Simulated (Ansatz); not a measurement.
# NaF (Villiaumite) (Fm-3m) in Ansatz: reference runs

Reference runs on NaF (Villiaumite): the cell as given and a disturbed copy.

Program: Ansatz 0.2.0. These are calculated values, not measurements. Logs are shortened: lines on timing, memory, paths and dates and some standing lists are left out, and cuts for length are marked.

## Step 1: The crystal as given

Symmetry: Fm-3m, No. 225, cubic system. Conventional cell: a = 4.640 Å, b = 4.640 Å, c = 4.640 Å, α = 90.00°, β = 90.00°, γ = 90.00°. Na (site symmetry m-3m) is surrounded by 6 F at 2.32 Å. F (site symmetry m-3m) has 6 Na at 2.32 Å as nearest neighbours.

## Step 2: Single point, PBE

Input file input.yaml:

```yaml
crystal:
  lattice:
    - [0.0, 2.32, 2.32]
    - [2.32, 0.0, 2.32]
    - [2.32, 2.32, 0.0]
  atoms:
    - { symbol: Na, position: [0.0, 0.0, 0.0] }
    - { symbol: F, position: [0.5, 0.5, 0.5] }
kpoints:
  mp_grid: { grid: [10, 10, 10] }
scf:
  occupations: { method: fermi_dirac, width: 0.05 }
hamiltonian:
  xc: pbe
  pseudopotentials: { kind: all_electron, lapw: { basis_error: 0.001 } }
output:
  forces: true
  stress: true
  eigenvalues: true
  populations: true
```

Potentials or basis: all-electron LAPW, scalar-relativistic.

Run with:

```
> ansatz run input.yaml --threads 1 --pin off --max-ram 3072MiB --backend cpu --events-out ev --progress --plain --runs-dir out
```

The program printed:

```text
Warning: RAYON_NUM_THREADS=1 ignored (pool sized by the plan → 1); use --threads N
Na: projections on atomic orbitals take those of the free atom 1s2 2s2 2p6 3s1, of charge +0.00 (hamiltonian.pseudopotentials.projection_atoms)
F: projections on atomic orbitals take those of the free atom 1s2 2s2 2p5, of charge +0.00 (hamiltonian.pseudopotentials.projection_atoms)
LAPW: plane waves up to 8.285 Å⁻¹, error target 1.0e-3 eV per atom; small_component_spin mean_spin; F in spheres of 1.162 Å, 7 of its electrons in bands, Dirac shells []; Na in spheres of 1.158 Å, 9 of its electrons in bands, Dirac shells [] (how accurate: hamiltonian.pseudopotentials.lapw.basis_error, Limitations)
Engine: ansatz 0.2.0, aarch64-unknown-linux-gnu
Pseudopotentials: kind: all_electron
Pseudopotential: Na, LAPW, valence charge 9, lapw/all_electron/scalar/gaussian/Na, Koelling and Harmon's equation, gaussian nucleus
Pseudopotential: F, LAPW, valence charge 7, lapw/all_electron/scalar/gaussian/F, Koelling and Harmon's equation, gaussian nucleus
Functional definition: PBE
  parameter kappa = 0.804
  parameter beta = 0.06672455060314922
  exchange = pbe_x(kappa = kappa, mu = beta*pi^2/3)
  correlation = pbe_c(beta = beta)
Crystal: 2 atoms, lattice volume = 24.974 Å³
Basis set: ecut = 261.4947841594182 eV, 259 PW (Γ), exchange–correlation at level 2
Bands: 12, of which v1, the nominal top of the filled ones, is band 8 counted from 1 (7 counted from 0)
Symmetry: 48 space group operations
Space group: Fm-3m (ITA 225), of the structure as read, at distance tolerance 2.9e-5 Å
k-points: 47 of 1000
Non-local potential: Na, projectors of the file, none
Non-local potential: F, projectors of the file, none
Initial density: superposition of atomic densities (chi_scale 0.1, normalization cell, long waves kept (reshape's long-wave potential 0.00 eV rms))
Initial wavefunctions: plane waves of lowest kinetic energy (no species holds an atomic orbital)
Functional: x = pbe(κ = 0.804, μ = 0.2195149727645171), c = pbe(β = 0.06672455060314922)
iter 1 solved again at ethr=4.97e-3 eV; its pass at ethr=1.00e-1 eV (dr2=7.95e-1 eV) is discarded
SCF iter   1: F=—  HF=-7142.388726 eV  |F-HF|=—  |Δ(HF+E_count)|=         —  Δρ=5.03e-2  dr2=7.94e-1  ethr=4.97e-3  ⟨swp⟩=2.0  Hψ=3608  notcnv=0
preconditioner: auto → none  [insulator: Δε(μ)=8.365 eV  Ē_g=26.786 eV  σ=0.050 eV  W_gap=1.00  n_scr=8 (ndim 8)  ℏωp=27.8 eV  f_vac=0.000  D(μ)=0.00/eV (n_scr^D=0)  ε∞_Penn≈2.1]
iter 2 solved again at ethr=2.51e-5 eV; its pass at ethr=4.96e-3 eV (dr2=4.02e-3 eV) is discarded
SCF iter   2: F=—  HF=-7141.664809 eV  |F-HF|=—  |Δ(HF+E_count)|=   7.24e-1  Δρ=5.54e-3  dr2=4.02e-3  ethr=2.51e-5  ⟨swp⟩=2.6  Hψ=3056  notcnv=0
SCF iter   3: F=—  HF=-7141.501614 eV  |F-HF|=—  |Δ(HF+E_count)|=   1.63e-1  Δρ=1.07e-2  dr2=3.70e-2  ethr=2.51e-5  ⟨swp⟩=3.0  Hψ=1896  notcnv=0
SCF iter   4: F=—  HF=-7141.503089 eV  |F-HF|=—  |Δ(HF+E_count)|=         —  Δρ=4.48e-4  dr2=2.76e-5  ethr=2.51e-5  ⟨swp⟩=3.0  Hψ=1875  notcnv=0
the basis was enlarged: its passes take 211.9 KiB over the memory plan, 1 of 1 planned eigensolver slots
SCF iter   5: F=—  HF=-7141.503192 eV  |F-HF|=—  |Δ(HF+E_count)|=   1.04e-4  Δρ=2.41e-4  dr2=1.81e-5  ethr=1.72e-7  ⟨swp⟩=3.0  Hψ=1789  notcnv=0
SCF iter   6: F=—  HF=-7141.503187 eV  |F-HF|=—  |Δ(HF+E_count)|=   5.74e-6  Δρ=8.75e-5  dr2=2.43e-6  ethr=1.13e-7  ⟨swp⟩=2.9  Hψ=1558  notcnv=0
SCF iter   7: F=-7141.503186 eV  HF=-7141.503186 eV  |F-HF|=2.00e-8  |Δ(HF+E_count)|=   7.36e-7  Δρ=7.80e-6  dr2=1.72e-8  ethr=1.52e-8  ⟨swp⟩=2.9  Hψ=1547  notcnv=0
SCF 1 converged in 7 iterations: F = -7141.503186 eV  dr2 = 1.72e-8
SCF converged after 7 iterations
Free energy (F): -7141.503186 eV
Harris-Foulkes:  -7141.503186 eV  (|F-HF|=2.00e-8)
Internal energy: -7141.503186 eV  (E = F + TS)
E sigma→0 (E₀):  -7141.503186 eV
Fermi energy:    4.024192 eV
--- Per-component energies (eV) ---
  E_band       = -237.376491
  E_kinetic    = 7142.907501
  E_xc         = -676.474868
  E_electrostatic = -13607.935820  (all electrons and nuclei)
  E_smearing   = -0.000000  (= −TS)
  E_closure    = 0.000000  (closes the sum)
  E_atoms      = -7132.952416  (free atoms, spherical and without spin; not in F)
  Σ components = -7141.503186   (vs F -7141.503186, Δ=0.00e0)
  Basis errors (estimates in eV, not in F): energy 3.9e-4 per atom: plane waves 3.5e-4 (1.9e-4 summed), levels above the bands 1.2e-142, relativity 2.7e-8, radial functions 3.6e-5, core shells 5.6e-9; eigenvalues (radial functions only) 4.1e-5; not estimated: angular momenta, meshes, grids; target (lapw.basis_error) 1.0e-3; muffin-tin radii F 1.162 Å, Na 1.158 Å
--- Forces (eV/Å), atoms counted from 1 ---
  atom   1  Na    -0.00000000     0.00000000     0.00000000
  atom   2  F      0.00000000     0.00000000     0.00000000
  max |Σ_I F_I| component: 7.64e-31 eV/Å
--- Stress (GPa, compression-positive) ---
        1.949790       0.000000       0.000000
        0.000000       1.949790       0.000000
        0.000000       0.000000       1.949790
  P = ⅓ Tr σ = 1.9498 GPa (19.498 kbar)
--- Band table (eV; the first three rows and the last of 47) ---
  k-point 0: bands = ["-46.3163", "-18.3689", "-18.1821", "-18.1821", "-18.1821", "0.7847", "0.7847", "0.7847", "7.0739", "19.7421", "19.7421", "19.7421"]
  k-point 1: bands = ["-46.3151", "-18.5322", "-18.1833", "-18.1833", "-18.0067", "0.5901", "0.7602", "0.7602", "7.4301", "18.4681", "19.8967", "19.8967"]
  k-point 2: bands = ["-46.3118", "-18.7310", "-18.1863", "-18.1863", "-17.7761", "0.1421", "0.6965", "0.6965", "8.3492", "16.7128", "20.2843", "20.2843"]
  k-point 46: bands = ["-46.2994", "-18.6049", "-18.2899", "-18.2635", "-17.7282", "-0.2107", "0.0543", "0.2340", "13.9636", "14.0173", "15.6794", "17.9849"]
--- Löwdin populations: 2 sites ---
  site symbol       q [e]
     0     Na     10.2129
     1      F      9.7420
  spilling = 0.002255 (of n_electrons = 20.000000)
```

Run time: 4.7 s. Hardware: 1 thread of Arm Neoverse V1, shared host; peak memory 0.25 GiB.

What came out:

| Quantity | Value |
| --- | --- |
| Free energy | -7141.5032 eV |
| Pressure | 1.9 GPa |
| Band gap on the k mesh | 6.29 eV, direct |
| Loewdin charges | Na +0.79; F -0.74 e |

A k mesh can miss the band edges. Expect the measured gap to be larger: semilocal functionals such as PBE lack the derivative discontinuity.

## Step 3: Single point, PBE (atoms moved at random, drawn with an rms of 0.05 Å)

Edit input.yaml of step 2 so:

```diff
@@ -6,4 +6,4 @@
   atoms:
-    - { symbol: Na, position: [0.0, 0.0, 0.0] }
-    - { symbol: F, position: [0.5, 0.5, 0.5] }
+    - { symbol: Na, position: [-0.004644, 0.007397, 0.009113] }
+    - { symbol: F, position: [0.499353, 0.503259, 0.487386] }
 kpoints:
```

Potentials or basis: all-electron LAPW, scalar-relativistic.

Run with:

```
> ansatz run input.yaml --threads 1 --pin off --max-ram 3072MiB --backend cpu --events-out ev --progress --plain --runs-dir out
```

Run time: 70 s. Hardware: 1 thread of Arm Neoverse V1, shared host; peak memory 0.63 GiB.

The run converged. Its results:

```
Free energy            : -7141.4969 eV
Pressure               : 2.1 GPa
Largest force          : 0.171 eV/Å
Band gap on the k mesh : 6.29 eV, direct
Loewdin charges        : Na +0.79; F -0.74 e
```

Forces on the atoms (eV/Å):
```
Na  -0.142 -0.096 -0.001
F    0.142  0.096  0.001
```

Stress tensor (GPa, compression positive):
```
 2.32 -0.07  0.00
-0.07  2.10  0.00
 0.00  0.00  1.91
```

Levels at points of the mesh, in eV from the valence-band top:
| k point | band 4 | band 5 | band 6 | band 7 | band 8 | band 9 | band 10 | band 11 | band 12 |
| --- | --- | --- | --- | --- | --- | --- | --- | --- | --- |
| (0.00, 0.00, 0.00) | -18.96 | -18.94 | 0.00 | 0.00 | 0.00 | 6.29 | 18.96 | 18.97 | 18.98 |
| (0.00, 0.00, -0.50) | -18.97 | -18.19 | -1.57 | -0.25 | -0.25 | 10.77 | 12.44 | 20.06 | 20.08 |
| (0.00, -0.50, 0.00) | -18.97 | -18.18 | -1.57 | -0.25 | -0.25 | 10.77 | 12.44 | 20.05 | 20.07 |
| (0.00, -0.50, -0.50) | -19.01 | -18.85 | -1.26 | -0.40 | -0.40 | 13.09 | 13.31 | 13.61 | 19.72 |
| (-0.50, 0.00, 0.00) | -18.97 | -18.18 | -1.57 | -0.25 | -0.25 | 10.77 | 12.44 | 20.05 | 20.07 |
| (-0.50, 0.00, -0.50) | -19.01 | -18.85 | -1.26 | -0.40 | -0.40 | 13.11 | 13.32 | 13.59 | 19.72 |
| (-0.50, -0.50, 0.00) | -19.01 | -18.86 | -1.26 | -0.40 | -0.40 | 13.13 | 13.32 | 13.56 | 19.71 |
| (-0.50, -0.50, -0.50) | -18.97 | -18.19 | -1.57 | -0.25 | -0.25 | 10.77 | 12.44 | 20.06 | 20.08 |

A k mesh can miss the band edges.
